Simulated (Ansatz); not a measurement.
# Moving the functional in MnS

```
Mn S
1.0
     0.00000    2.60450    2.60450
     2.60450    0.00000    2.60450
     2.60450    2.60450    0.00000
Mn S
1 1
Direct
  0.00000 0.00000 0.00000
  0.50000 0.50000 0.50000
```

Kept alike: task band structure; k mesh 9 × 9 × 9; occupations fermi-dirac, width 0.05 eV; collinear spin, ferromagnetic start. Program: Ansatz, all-electron LAPW, scalar-relativistic. The mesh is that of the run's cell of 2 atoms. No spin-orbit coupling.

| run | pressure (GPa) | largest site moment (μB) |
| --- | --- | --- |
| A | -2.87 | 4.43 |
| B | -7.26 | 4.41 |
| C | -11.56 | 4.29 |

Pressure is positive in compression. For a metal such a mesh leaves the last digits unconverged. The measured crystal is an antiferromagnetic insulator; a metallic or parallel state is the runs' own. The runs hold the magnetic state that their start led to, which needn't be the lowest. Site moments count inside each atom's sphere or projector.

Problem. The runs differ in the functional alone: LDA; PBE; PBEsol. Which run is which?

Solution. Run A is PBE; run B is PBEsol; run C is LDA. The pressure runs from -11.56 (LDA) to -2.87 GPa (PBE). From PBE: LDA -8.69; PBEsol -4.39. A positive pressure means that the functional's own cell is larger than the one given, a negative one that it is smaller. The largest site moment runs from 4.29 (LDA) to 4.43 μB (PBE). From PBE: LDA -0.14; PBEsol -0.02.
